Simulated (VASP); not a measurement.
## Mo: relaxation of cell and atoms with revPBE+dDsC

Crystal: Mo.

```
CELL_PARAMETERS angstrom
-1.58381 1.58381 1.58381
1.58381 -1.58381 1.58381
1.58381 1.58381 -1.58381
ATOMIC_POSITIONS crystal
Mo 0.00000 0.00000 0.00000
```

| Property | Result |
| --- | --- |
| Program | VASP 6.6.1 |
| Task | relaxation of cell and atoms |
| Functional | revPBE |
| Dispersion | dDsC |
| Potentials or basis | VASP PAW PBE potentials, release 64 (Mo_sv) |
| Cutoff | 600 eV |
| k mesh | 12 × 12 × 12 |
| Occupations | fermi-dirac, width 0.05 eV |
| Spin | no spin polarisation |
| Further INCAR settings | ALGO = Fast; EDIFF = 1e-06; IBRION = 2; EDIFFG = -0.01; NSW = 60; ISIF = 3 |

| Quantity | Value |
| --- | --- |
| Relaxed volume | 15.56 Å³/atom |
| Relaxed cell | a = 2.724 Å, b = 2.724 Å, c = 2.724 Å, α = 109.47°, β = 109.47°, γ = 109.47° |
| Space group after relaxing (to 0.05 Å) | Im-3m (No. 229) |
| Energy gained by relaxing | -2.4 meV/atom |
| Ionic steps | 4 |
| Pressure after relaxing | 0.0 GPa |
| Band gap on the k mesh | none (metal or under the smearing width) |
| Dispersion energy per atom | -0.609 eV |

The path:
```
step  energy change (eV)  largest force (eV/Å)  pressure (GPa)  volume (Å³)
   1              0.0000                0.0000           -5.76        15.89
   2              0.0821                0.0000           19.57        14.61
   3             -0.0003                0.0000           -3.04        15.72
   4              0.0024                0.0000            0.03        15.56
```

Final structure:
```cif
data_structure
_symmetry_space_group_name_H-M 'P 1'
_symmetry_Int_Tables_number 1
_cell_length_a 2.7239
_cell_length_b 2.7239
_cell_length_c 2.7239
_cell_angle_alpha 109.471
_cell_angle_beta 109.471
_cell_angle_gamma 109.471
_cell_volume 15.56
loop_
_atom_site_label
_atom_site_type_symbol
_atom_site_fract_x
_atom_site_fract_y
_atom_site_fract_z
_atom_site_occupancy
Mo1 Mo 0.00000 0.00000 0.00000 1
```

Levels at points of the mesh, in eV from the Fermi level:
```csv
k point,band 4,band 5,band 6,band 7,band 8,band 9,band 10,band 11
"(0.00, 0.00, 0.00)",-34.50,-7.19,-1.32,-1.32,-1.32,1.72,1.72,14.88
"(0.50, 0.00, 0.00)",-34.51,-5.30,-3.38,1.69,1.75,2.39,4.81,12.02
"(0.50, 0.50, 0.50)",-35.48,-5.42,-5.42,4.05,4.05,4.05,9.16,9.16
```

Run time: 20 s on 1 thread of Intel(R) Xeon(R) 6975P-C (Granite Rapids) (shared host), peak memory 0.15 GiB.

Caveat: the PAW data sets were made with another functional, which shifts forces and pressure a little; pairwise dispersion overbinds metals, which lowers pressure and volume.
